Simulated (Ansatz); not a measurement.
AlN at a changed volume: ²⁷Al NMR of the central transition

Cell: an entry of the Crystallography Open Database (COD), relaxed with PBE at fixed cell and then changed (volume scaled by 1.02, ions relaxed).

```
Al N
1.0
     3.13060    0.00000    0.00000
    -1.56530    2.71118    0.00000
     0.00000    0.00000    5.01298
Al N
2 2
Cartesian
  1.5653 0.9037 0.0000
  0.0000 1.8075 2.5065
  1.5653 0.9037 1.9150
  0.0000 1.8075 4.4214
```

Sites (sets of like atoms) are named by element and the number of their first atom in this list.

Computed with Ansatz: DFT, PBE, plane waves and PAW, scalar-relativistic, 420 eV cutoff, Γ-centred 11×11×6 k-points, Fermi–Dirac smearing 0.02 eV.

²⁷Al has I = 5/2 and Q = 146.6 mb (Pyykkö 2018); at 11.7 T its Larmor frequency is ν₀ = 129.9 MHz. Only the quadrupole interaction is simulated: positions count from each site's isotropic chemical shift, and J coupling is left out, as are shift anisotropy and dipolar coupling, which fast spinning averages.

Simulated pattern of one Al site (fast magic-angle spinning, Gaussian broadening 0.01 kHz):

offset (kHz), height and a bar:
```
  -0.3704          0 
  -0.3595          1 
  -0.3486          4 #
  -0.3377          5 #
  -0.3267          4 #
  -0.3158          5 #
  -0.3049          5 #
  -0.2940          5 #
  -0.2831          5 ##
  -0.2722          5 ##
  -0.2613          5 ##
  -0.2504          6 ##
  -0.2395          6 ##
  -0.2286         28 ########
  -0.2177         77 #######################
  -0.2068         51 ###############
  -0.1959         40 ############
  -0.1850         36 ###########
  -0.1741         34 ##########
  -0.1632         33 ##########
  -0.1522         32 ##########
  -0.1413         32 ##########
  -0.1304         32 ##########
  -0.1195         33 ##########
  -0.1086         35 ##########
  -0.0977         38 ###########
  -0.0868         42 ############
  -0.0759         49 ###############
  -0.0650         67 ####################
  -0.0541        100 ##############################
  -0.0432         19 ######
  -0.0323          0
```

Q: Which |C_Q| and η does the pattern imply?

A: The pattern spans 0.305 kHz before broadening and its centre of gravity is at -0.142 kHz, which fixes P_Q; the places of the horns and steps fix η. That gives P_Q = 1.76 MHz, |C_Q| = 1.76 MHz and η = 0.00. The sign of C_Q can't be read from the pattern.

An axis of threefold or higher order runs through Al, so V_zz lies along it and η is zero.
